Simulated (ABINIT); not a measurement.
# AgCl (Fm-3m): G0W0 with ABINIT, start to end, part 2 of 2

How does a plane-wave GW calculation on AgCl (Fm-3m) run from the first input to the gap?

ABINIT 10.8.3; PBE and many-body steps on it, plane waves. Known limits of the many-body steps: not at the basis limit; d shell near the gap, gap tends to lie low; no spin-orbit coupling; coarse k mesh.

So far. Step 2 (Ground state): The gap is indirect, with the least direct gap 2.20 eV higher. Step 3 (Bands along the symmetry lines): The gap is 0.921 eV, as in the run before at this level.

## 4. Empty states on the mesh, 4×4×4 mesh, 105 bands

Level of this step: DFT, PBE, plane waves, norm-conserving pseudopotentials (ABINIT).

The sums over transitions need many empty states on a uniform mesh; this step solves for them.

run.abi

```
acell 3*1.0 Angstrom
rprim 
  0.000000000000 2.798500000000 2.798500000000
  2.798500000000 0.000000000000 2.798500000000
  2.798500000000 2.798500000000 -0.000000000000
ntypat 2
znucl 47 17
natom 2
typat 1 2
xred 
  0.000000000000 0.000000000000 0.000000000000
  0.500000000000 0.500000000000 0.500000000000
pp_dirpath "pseudos"
pseudos "Ag.upf, Cl.upf"
ecut 37
ngkpt 4 4 4
nshiftk 1
shiftk 0 0 0
kptopt 1
chksymbreak 0
irdden 1
istwfk *1
nband 105
prtvol 0
optdriver 6
gwr_task "HDIAGO"
paral_kgb 0
occopt 1
indata_prefix "in"
outdata_prefix "out"
tmpdata_prefix "tmp"
```

Started as:

```
> OMP_NUM_THREADS=1 mpirun -n 8 abinit run.abi > log
```

Numbers of over 12 decimals in the logs are rounded to 6 here.

The program printed:

```text
[banner, memory and clock lines left out]
.Version 10.8.3 of ABINIT. v10.8.2 released Aug 2026.

 Symmetries : space group Fm -3 m (#225); Bravais cF (face-center cubic)
[... echo of the input left out ...]
== DATASET  1 ==================================================================
-   mpi_nproc: 8, omp_nthreads: 1 (-1 if OMP is not activated)

--- !DatasetInfo
iteration_state: {dtset: 1, }
dimensions: {natom: 2, nkpt: 8, mband: 105, nsppol: 1, nspinor: 1, nspden: 1, mpw: 3218, }
cutoff_energies: {ecut:  37.0, pawecutdg:  -1.0, }
electrons: {nelect:   2.60000000E+01, charge:   0.00000000E+00, occopt:   1.00000000E+00, tsmear:   1.00000000E-02, }

.Using double precision arithmetic; gwpc =  8

- Reading GS density from: in_DEN

--- Pseudopotential description ------------------------------------------------
- Ag Generated using ONCVPSP code by D. R. Hamann
- 47.00000  19.00000  171031                  znucl, zion, pspdat
12 -101130 2 -1 1538                          pspcod,pspxc,lmax,lloc,mmax
     nproj     2     2     2
  pspatm : epsatm=   27.55768671
         --- l  ekb(1:nproj) -->
             0    9.557566   -0.414742
             1    3.443234   -0.133519
             2   -1.597169   -0.391124
 pspatm: atomic psp has been read  and splines computed

- Cl Generated using ONCVPSP code by D. R. Hamann
- 17.00000   7.00000  171031                  znucl, zion, pspdat
12 -101130 2 -1 1028                          pspcod,pspxc,lmax,lloc,mmax
     nproj     2     2     2
  pspatm : epsatm=    9.12776517
         --- l  ekb(1:nproj) -->
             0    8.139296    0.698720
             1    3.821713    1.107519
             2   -2.938609   -0.805455
 pspatm: atomic psp has been read  and splines computed

   9.53821749E+02                                ecore*ucvol(ha*bohr**3)

 Total charge density [el/Bohr^3]
)     Maximum=    2.1507E+00  at reduced coord.    0.0667    0.9333    0.9333
)     Minimum=    2.6631E-03  at reduced coord.    0.2444    0.2444    0.2444
   Integrated=    2.6000E+01

 === KS gaps after direct diagonalization ===
 Indirect band gap semiconductor
 Fundamental gap:     0.921 (eV)
   VBM:     4.308 (eV) at k: [ 5.0000E-01,  0.0000E+00,  0.0000E+00]
   CBM:     5.229 (eV) at k: [ 0.0000E+00,  0.0000E+00,  0.0000E+00]
 Direct gap:         3.124 (eV) at k: [ 0.0000E+00,  0.0000E+00,  0.0000E+00]

== END DATASET(S) ==============================================================

 -outvars: echo values of variables after computation  --------
           etotal      0.0000000000E+00
            nband         105
             nkpt           8
          spgroup         225
 [... the other variables as echoed above ...]

 Calculation completed.
```

The job ended after 24 s (8 MPI ranks of Arm Neoverse V2, shared host; peak memory 4.8 GiB).

Numbers from this step:

| Property | Result |
| --- | --- |
| gap | 0.9214 eV |
| k of the valence top | 0.5, 0, 0 |
| k of the conduction bottom | 0, 0, 0 |
| least direct gap | 3.124 eV |
| k points computed | 8 |
| lowest point of the top converged band, above the valence top | 81.0613 eV |

On this mesh the gap is 0.921 eV.

## 5. Screening, 4×4×4 mesh, 97 bands, screening to 149.7 eV

The RPA dielectric matrix is built and inverted for each q.

This step: RPA screening on PBE, plane waves, norm-conserving pseudopotentials.

Changes to run.abi since step 4:

```diff
@@ -20,10 +20,11 @@
 chksymbreak 0
-irdden 1
 istwfk *1
-nband 105
-prtvol 0
-optdriver 6
-gwr_task "HDIAGO"
-paral_kgb 0
 occopt 1
+irdwfk 1
+optdriver 3
+nband 97
+ecuteps 5.5
+inclvkb 2
+awtr 1
+symchi 1
 indata_prefix "in"
```

The program printed:

```text
.Version 10.8.3 of ABINIT. v10.8.2 released Aug 2026.

 Symmetries : space group Fm -3 m (#225); Bravais cF (face-center cubic)
[... echo of the input left out ...]
== DATASET  1 ==================================================================
-   mpi_nproc: 8, omp_nthreads: 1 (-1 if OMP is not activated)

--- !DatasetInfo
iteration_state: {dtset: 1, }
dimensions: {natom: 2, nkpt: 8, mband: 97, nsppol: 1, nspinor: 1, nspden: 1, mpw: 3218, }
cutoff_energies: {ecut:  37.0, pawecutdg:  -1.0, }
electrons: {nelect:   2.60000000E+01, charge:   0.00000000E+00, occopt:   1.00000000E+00, tsmear:   1.00000000E-02, }

 SCREENING: Calculation of the susceptibility and dielectric matrices

 Based on a program developped by R.W. Godby, V. Olevano, G. Onida, and L. Reining.
 Incorporated in ABINIT by V. Olevano, G.-M. Rignanese, and M. Torrent.
.Using double precision arithmetic ; gwpc =  8

[... cell and pseudopotentials left out ...]
--------------------------------------------------------------------------------

 ==== K-mesh for the wavefunctions ====
 Number of points in the irreducible wedge :     8
[... list of points left out ...]
 Together with 48 symmetry operations and time-reversal symmetry
 yields    64 points in the full Brillouin Zone.

 ==== Q-mesh for the screening function ====
 Number of points in the irreducible wedge :     8
[... list of points left out ...]
 Together with 48 symmetry operations and time-reversal symmetry
 yields    64 points in the full Brillouin Zone.

 setmesh: FFT mesh size selected  =    27x   27x   27
          total number of points  =        19683

 vcoul_init : cutoff-mode = AUXILIARY_FUNCTION
 q-points for optical limit:   1
     1)      0.000010    0.000020    0.000030

- screening: taking advantage of time-reversal symmetry
- Maximum band index for partially occupied states nbvw = 13
- Remaining bands to be divided among processors   nbcw = 84
- Number of bands treated by each node ~10

 Number of electrons calculated from density =   26.0000; Expected =   26.0000
 average of density, n =  0.087896
 r_s =    1.3952
 omega_plasma =   28.5984 [eV]

 calculating chi0 at frequencies [eV] :
  1    0.000000E+00    0.000000E+00
  2    0.000000E+00    2.859835E+01

--------------------------------------------------------------------------------
  q-point number  1        q = ( 0.000000, 0.000000, 0.000000) [r.l.u.]
--------------------------------------------------------------------------------
[... chi0 elements left out ...]
 For q-point:  0.000010 0.000020 0.000030
  dielectric constant =   5.1760
  dielectric constant without local fields =   5.6231

  Average fulfillment of the sum rule on Im[epsilon] for q-point    1 :     62.50  [%]
[... wings left out ...]
  q-point number  2        q = ( 0.250000, 0.000000, 0.000000) [r.l.u.]
--------------------------------------------------------------------------------
[... chi0 elements left out ...]
  Average fulfillment of the sum rule on Im[epsilon] for q-point    2 :     75.78  [%]

 [... 6 further q-points ...]
```

Run time: 10 s. Hardware: 8 MPI ranks; peak memory 1.2 GiB; 81 s of CPU time.

Numbers from this step:

| Item | Value |
| --- | --- |
| ε∞ with local fields, on this mesh, along the program's q direction | 5.176 |
| the same without local fields | 5.623 |
| plasma frequency | 28.60 eV |
| plane waves in the screening matrix | 169 |

Local fields lower ε∞ by 8 %. On a Γ-centred mesh this coarse the value itself is usually too large, while a short band sum pulls it down.

## 6. Self-energy, 4×4×4 mesh, 97 bands, screening to 149.7 eV

The self-energy is evaluated for the states that the input lists, and the levels follow from it, in one-shot runs by the linearised quasiparticle equation.

This step: G0W0 on PBE, plane waves, norm-conserving pseudopotentials.

Changes to run.abi since step 5:

```diff
@@ -23,8 +23,17 @@
 irdwfk 1
-optdriver 3
+optdriver 4
 nband 97
+gwcalctyp 0
+ecutsigx 37
+symsigma 1
+nkptgw 2
+kptgw 
+  0.5000000000 0.0000000000 0.0000000000
+  0.0000000000 0.0000000000 0.0000000000
+bdgw 
+  12 15
+  11 17
 ecuteps 5.5
-inclvkb 2
-awtr 1
-symchi 1
+irdscr 1
+ppmodel 1
 indata_prefix "in"
```

The program printed:

```text
.Version 10.8.3 of ABINIT. v10.8.2 released Aug 2026.

 Symmetries : space group Fm -3 m (#225); Bravais cF (face-center cubic)
[... echo of the input left out ...]
== DATASET  1 ==================================================================
-   mpi_nproc: 8, omp_nthreads: 1 (-1 if OMP is not activated)

--- !DatasetInfo
iteration_state: {dtset: 1, }
dimensions: {natom: 2, nkpt: 8, mband: 97, nsppol: 1, nspinor: 1, nspden: 1, mpw: 3218, }
cutoff_energies: {ecut:  37.0, pawecutdg:  -1.0, }
electrons: {nelect:   2.60000000E+01, charge:   0.00000000E+00, occopt:   1.00000000E+00, tsmear:   1.00000000E-02, }

 SIGMA: Calculation of the GW corrections

 Based on a program developped by R.W. Godby, V. Olevano, G. Onida, and L. Reining.
 Incorporated in ABINIT by V. Olevano, G.-M. Rignanese, and M. Torrent.
.Using double precision arithmetic ; gwpc =  8

[... cell and pseudopotentials left out ...]
--------------------------------------------------------------------------------

 ==== K-mesh for the wavefunctions ====
 Number of points in the irreducible wedge :     8
[... list of points left out ...]
 Together with 48 symmetry operations and time-reversal symmetry
 yields    64 points in the full Brillouin Zone.

 ==== Q-mesh for screening function ====
 Number of points in the irreducible wedge :     8
[... list of points left out ...]
 Together with 48 symmetry operations and time-reversal symmetry
 yields    64 points in the full Brillouin Zone.

 vcoul_init : cutoff-mode = AUXILIARY_FUNCTION
 q-points for optical limit:   1
     1)      0.000010    0.000020    0.000030
 setmesh: FFT mesh size selected  =    45x   45x   45
          total number of points  =        91125

 Number of electrons calculated from density =   26.0000; Expected =   26.0000
 average of density, n =  0.087896
 r_s =    1.3952
 omega_plasma =   28.5984 [eV]

 === KS Band Gaps ===
  >>>> For spin  1
   Minimum direct gap =   3.1244 [eV], located at k-point      :   0.0000  0.0000  0.0000
   Fundamental gap    =   0.9214 [eV], Top of valence bands at :   0.5000  0.0000  0.0000
                                       Bottom of conduction at :   0.0000  0.0000  0.0000
 SIGMA fundamental parameters:
 PLASMON POLE MODEL  1
 number of plane-waves for SigmaX                 3143
 number of plane-waves for SigmaC and W            169
 number of plane-waves for wavefunctions          3143
 number of bands                                    97
 number of independent spin polarizations            1
 number of spinorial components                      1
 number of k-points in IBZ                           8
 number of q-points in IBZ                           8
 number of symmetry operations                      48
 number of k-points in BZ                           64
 number of q-points in BZ                           64
 number of frequencies for dSigma/dE                 9
 frequency step for dSigma/dE [eV]                0.25
 number of omega for Sigma on real axis              0
 max omega for Sigma on real axis  [eV]           0.00
 zcut for avoiding poles [eV]                     0.10

 EPSILON^-1 parameters (SCR file):
 dimension of the eps^-1 matrix on file            169
 dimension of the eps^-1 matrix used               169
 number of plane-waves for wavefunctions          3143
 number of bands                                    97
 number of q-points in IBZ                           8
 number of frequencies                               2
 number of real frequencies                          1
 number of imag frequencies                          1

 matrix elements of self-energy operator (all in [eV])

 Perturbative Calculation

--- !SelfEnergy_ee
iteration_state: {dtset: 1, }
kpoint     : [   0.500,    0.000,    0.000, ]
spin       : 1
KS_gap     :    4.314
QP_gap     :    5.382
Delta_QP_KS:    1.069
data: !SigmaeeData |
     Band     E0 <VxcDFT>   SigX SigC(E0)      Z dSigC/dE  Sig(E)    E-E0       E
       12   4.308 -21.440 -26.390   3.905   0.797  -0.254 -22.273  -0.834   3.474
       13   4.308 -21.440 -26.390   3.905   0.797  -0.254 -22.273  -0.834   3.474
       14   8.621  -8.962  -4.759  -3.922   0.837  -0.195  -8.727   0.235   8.856
       15  10.699 -13.608  -7.669  -4.877   0.804  -0.244 -12.754   0.854  11.553

--- !SelfEnergy_ee
iteration_state: {dtset: 1, }
kpoint     : [   0.000,    0.000,    0.000, ]
spin       : 1
KS_gap     :    3.124
QP_gap     :    4.545
Delta_QP_KS:    1.420
data: !SigmaeeData |
     Band     E0 <VxcDFT>   SigX SigC(E0)      Z dSigC/dE  Sig(E)    E-E0       E
       11   2.105 -14.486 -18.706   2.897   0.790  -0.266 -15.531  -1.045   1.059
       12   2.105 -14.486 -18.706   2.897   0.790  -0.266 -15.531  -1.045   1.059
       13   2.105 -14.486 -18.706   2.897   0.790  -0.266 -15.531  -1.045   1.059
       14   5.229 -10.710  -6.457  -3.801   0.830  -0.204 -10.335   0.375   5.604
       15  15.026 -12.071  -6.770  -4.347   0.821  -0.217 -11.287   0.784  15.810
       16  15.026 -12.071  -6.770  -4.347   0.821  -0.217 -11.287   0.784  15.810
       17  15.026 -12.071  -6.770  -4.347   0.821  -0.217 -11.287   0.784  15.810

== END DATASET(S) ==============================================================
================================================================================

 -outvars: echo values of variables after computation  --------
           etotal      0.0000000000E+00
            nband          97
             nkpt           8
          spgroup         225
 [... the other variables as echoed above ...]

 Calculation completed.
```

It took 4.2 s on 8 MPI ranks; peak memory 1.3 GiB.

Numbers from this step:

- G0W0 gap on the points computed: 2.13 eV
- starting gap on the mesh: 0.9214 eV
- k of the valence top: 0.5, 0, 0
- k of the conduction bottom: 0, 0, 0
- Z at the valence top: 0.797
- Z at the conduction bottom: 0.83
- least direct G0W0 gap on the computed points: 4.545 eV

The gap on the mesh goes from 0.92 eV to 2.13 eV, a correction of +1.21 eV.

Limits: finite bands, cutoff and mesh; d shell near the gap, gap tends to lie low; no spin-orbit coupling; coarse k mesh. v1 is the top filled band, c1 the lowest empty one. The levels before and after the correction (eV, zero at the valence-band top of each column):

|  | conduction bottom | valence top |
| --- | --- | --- |
| Kohn-Sham | 0.92 | 0.00 |
| G0W0 | 2.13 | 0.00 |

|  | level | energy (eV) |
| --- | --- | --- |
| Kohn-Sham | (0.5 0 0) v2-v1 | 0.000 |
| Kohn-Sham | (0.5 0 0) c1 | 4.314 |
| Kohn-Sham | (0.5 0 0) c2 | 6.391 |
| Kohn-Sham | Γ v3-v1 | -2.203 |
| Kohn-Sham | Γ c1 | 0.921 |
| Kohn-Sham | Γ c2-c4 | 10.719 |
| G0W0 | (0.5 0 0) v2-v1 | 0.000 |
| G0W0 | (0.5 0 0) c1 | 5.382 |
| G0W0 | (0.5 0 0) c2 | 8.079 |
| G0W0 | Γ v3-v1 | -2.415 |
| G0W0 | Γ c1 | 2.130 |
| G0W0 | Γ c2-c4 | 12.336 |

## 7. Where the time went

Times are wall times on 8 MPI ranks of Arm Neoverse V2, shared host, good to a factor of about two.

| step | time | share | memory (GiB) |
| --- | --- | --- | --- |
| ground state | 6.5 s | 12 % | 0.61 |
| bands along the symmetry lines | 9.3 s | 17 % | 0.53 |
| empty states on the mesh | 24 s | 45 % | 4.8 |
| screening | 10 s | 19 % | 1.2 |
| self-energy | 4.2 s | 8 % | 1.3 |

## 8. What came out

```yaml
pbe_gap: 0.92 eV, indirect
g0w0_gap_on_the_mesh: 2.13 eV
gw_settings: 4×4×4 mesh, 97 bands, screening to 149.7 eV, Godby-Needs plasmon pole
known_limits: not at the basis limit; d shell near the gap, gap tends to lie low; no spin-orbit coupling; coarse k mesh
```

In words: G0W0 moves the gap on the mesh from 0.92 eV to 2.13 eV (+1.21 eV), with Z of 0.80 and 0.83 at the edges. Local fields lower the RPA ε∞ on this mesh from 5.62 to 5.18; a Γ-centred mesh this coarse tends to raise both, most where the direct gap is narrow, while a short band sum lowers them. Only 2 of the mesh's irreducible points were corrected, so a valley elsewhere could overtake. The dearest step here is «empty states on the mesh». Bands and cutoff are finite, so the gap is not at the basis limit. The miss can reach some tenths of an eV and take either sign; the mesh is an error of its own. In the G0W0 run levels were corrected at 2 k points alone, so a gap called «on the mesh» is the least over those, and an edge elsewhere would be missed. The 4×4×4 mesh is coarse for this cell, which bears on the long-range parts of exchange and screening. A d shell, filled or nearly so, lies near the gap. One-shot GW converges very slowly in bands there, not always from below, and on a semilocal start the gap tends to come out low; starts rich in exact exchange can overshoot instead. The many-body steps are scalar-relativistic: spin-orbit coupling is not in them.

[Paths, hosts, dates, memory and timing lines, banners, echoed tables and standing remarks are left out of the program output.]

[Logs are printed without paths, hosts, clocks, repeated set-up lines and the standing remarks that a program may print on its own settings, such as how far it seeks lower states.]

[Runs of the session that timed out or met a known fault of the program may be left out.]

[Hosts, paths, dates, database ids (printed as entryN), source tags and the programs' standing remarks are cut or masked in the printed files.]

[G0W0 gaps are taken among the corrected bands and points alone; a level outside them can change the order at an edge.]

[Where Ansatz stands beside ABINIT at settings called matched, ABINIT's density can come from a denser mesh and the files from another edition; pairs whose starting gaps differed by over 0.03 eV were left out, so agreement reads better than it is.]
